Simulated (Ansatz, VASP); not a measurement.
**Sb in VASP and in Ansatz**

```xyz
2
Lattice="3.1635 0.0000 0.0000 0.0000 4.4047 0.0000 -0.0394 0.0000 4.4638" Properties=species:S:1:pos:R:3 pbc="T T T"
Sb    0.0265    1.1012    1.0765
Sb    3.0975    3.3035    3.3873
```

Change from the starting cell: volume scaled by 1.04.

Alike in both runs: task single point; functional LDA; k mesh 9 × 6 × 6; occupations fermi-dirac, width 0.05 eV; no spin polarisation.

```csv
,VASP,Ansatz
version,VASP 6.6.1,Ansatz 0.2.0
potentials or method,"VASP PAW LDA potentials, release 64 (Sb), cutoff 520 eV","all-electron LAPW, scalar-relativistic"
```

```tsv
	VASP	Ansatz	Ansatz less VASP
gap on the k mesh at the Fermi level (eV)	none	none	-
pressure (GPa)	-4.9	-5.0	-0.07
largest component of the traceless stress (GPa)	0.46	0.48	+0.016
rms of the force components (eV/Å)	0.028	0.033	+0.0042
```

Atom by atom the forces differ by 0.006 eV/Å (rms over components). A gap of «none» marks a metal or a gap that the smearing closes. Ansatz ran all-electron here, so the differences hold the error of VASP's frozen core and of both bases.

The runs have no spin-orbit coupling, so splittings on Sb are missing.
